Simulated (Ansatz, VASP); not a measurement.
## TaN: VASP beside Ansatz

INCAR

```
SYSTEM = TaN
ALGO = Normal ; EDIFF = 1E-8
ENCUT = 520 ; GGA = PS
ISIF = 2 ; ISMEAR = -1
LASPH = .TRUE. ; LCHARG = .FALSE.
LEFG = .TRUE. ; LREAL = .FALSE.
LWAVE = .FALSE. ; NBANDS = 15
NELM = 100 ; PREC = Accurate
SIGMA = 0.02
```

File KPOINTS:

```
k-points
0
G
  12 12 10
  0 0 0
```

Contents of POSCAR:

```
TaN
1.0
    2.9670898479      0.0000000000      0.0000000000
   -1.4835449240      2.5695751837      0.0000000000
    0.0000000000      0.0000000000      2.9115464110
Ta N
1 1
Direct
    0.3333333333      0.6666666667      0.5000000000
    0.0000000000      0.0000000000      0.0000000000
```

Input for Ansatz:

```yaml
crystal:
  lattice:
    - [2.9670898479, 0.0, 0.0]
    - [-1.483544924, 2.5695751837, 0.0]
    - [0.0, 0.0, 2.911546411]
  atoms:
    - { symbol: Ta, position: [0.3333333333, 0.6666666667, 0.5] }
    - { symbol: "N", position: [0.0, 0.0, 0.0] }
kpoints:
  mp_grid: { grid: [12, 12, 10] }
scf:
  occupations: { method: fermi_dirac, width: 0.02 }
hamiltonian:
  xc: pbesol
  pseudopotentials: { kind: paw }
output:
  forces: true
  stress: true
  eigenvalues: true
  efg: { contact_densities: true }
```

Change from the starting cell: volume scaled by 1.03, PAW files.

Alike in both runs: task electric field gradients; functional PBEsol; k mesh 12 × 12 × 10; occupations fermi-dirac, width 0.02 eV; no spin polarisation.

```csv
,VASP,Ansatz
version,VASP 6.6.1,Ansatz 0.2.0
potentials or method,"VASP PAW PBE potentials, release 64 (Ta_pv, N)","PAW with Ansatz's default frozen-core files, scalar-relativistic"
plane-wave cutoff (eV),520,420
valence electrons in the cell,16,18
```

VASP gave:

```
pressure (GPa)                                                 : -13.7
largest component of the traceless stress (GPa)                : 0.82
Vzz of the field gradient on the site that differs most (V/Å²) : 23.0
```

Task: Which values does Ansatz return?

Result: Pressure (GPa): -14.4; largest component of the traceless stress (GPa): 0.94; Vzz of the field gradient on the site that differs most (V/Å²): 55.7.

The functional is the same, so the differences come from potentials, cutoffs and numerics. The two sets of potentials don't hold the same shells in valence. Ansatz warned: «gradients_without_spin_orbit».

Caveats: the PAW data sets were made with another functional, which shifts forces and pressure a little (VASP). The runs have no spin-orbit coupling, so splittings on Ta are missing.
